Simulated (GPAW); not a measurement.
I:

```
I
1.0
     3.63503   -2.39502    0.00000
     3.63503    2.39502    0.00000
     0.00000    0.00000    9.79344
I
4
Direct
  0.64930 0.35070 0.38440
  0.14930 0.85070 0.11560
  0.35070 0.64930 0.61560
  0.85070 0.14930 0.88440
```

| Quantity | Value |
| --- | --- |
| Program | GPAW 26.7.0 |
| Task | relaxation of cell and atoms |
| Functional | PBEsol |
| Dispersion | D3(BJ) |
| Potentials or basis | PAW data sets generated in the run's folder for this functional |
| Cutoff | 600 eV |
| Basis | pw |
| k mesh | 5 × 5 × 2 |
| Occupations | fermi-dirac, width 0.05 eV |
| Spin | no spin polarisation |

At the start: pressure -0.7 GPa; volume 42.63 Å³/atom.

Q: Where does the relaxation end?

A: Over 23 steps the energy falls by 89.9 meV/atom and the volume is 35.95 Å³/atom (-15.7 %); space group Cmce (No. 64, to 0.05 Å).

The path:
```
step  energy change (eV)  largest force (eV/Å)  pressure (GPa)  volume (Å³)
   1              0.0000                0.9025           -0.72       170.52
   2             -0.0435                0.6807           -1.11       170.18
   3             -0.1423                0.0955           -2.07       167.65
   4             -0.1789                0.1275           -2.25       165.02
   5             -0.2164                0.3486           -2.01       160.40
   6             -0.2433                0.4149           -1.52       156.92
   7             -0.2848                0.3395           -0.43       151.93
   8             -0.2989                0.2235            0.10       150.53
   9             -0.3032                0.2118            0.09       150.46
  10             -0.3308                0.2071            0.01       148.52
  11             -0.3444                0.1714           -0.03       146.12
  12             -0.3508                0.0767           -0.02       144.35
  13             -0.3520                0.0215            0.01       143.77
  14             -0.3522                0.0206            0.02       143.73
  15             -0.3529                0.0376            0.05       143.58
  16             -0.3541                0.0654            0.07       143.43
  17             -0.3564                0.0912            0.09       143.27
  18             -0.3585                0.0729            0.07       143.29
  19             -0.3594                0.0244            0.05       143.51
  20             -0.3595                0.0093            0.03       143.65
  21             -0.3595                0.0080            0.03       143.67
  22             -0.3596                0.0062            0.01       143.72
  23             -0.3597                0.0075           -0.01       143.82
```

Final structure:
```
CELL_PARAMETERS angstrom
3.50141 -2.13345 -0.00001
3.50141 2.13345 0.00001
0.00000 0.00003 9.62634
ATOMIC_POSITIONS crystal
I 0.67744 0.32256 0.37656
I 0.17744 0.82256 0.12344
I 0.32256 0.67744 0.62344
I 0.82256 0.17744 0.87656
```

Caveat: later steps reuse the first step's grids; the volume moved by over 15 % at a fixed basis, so the end points are rough.
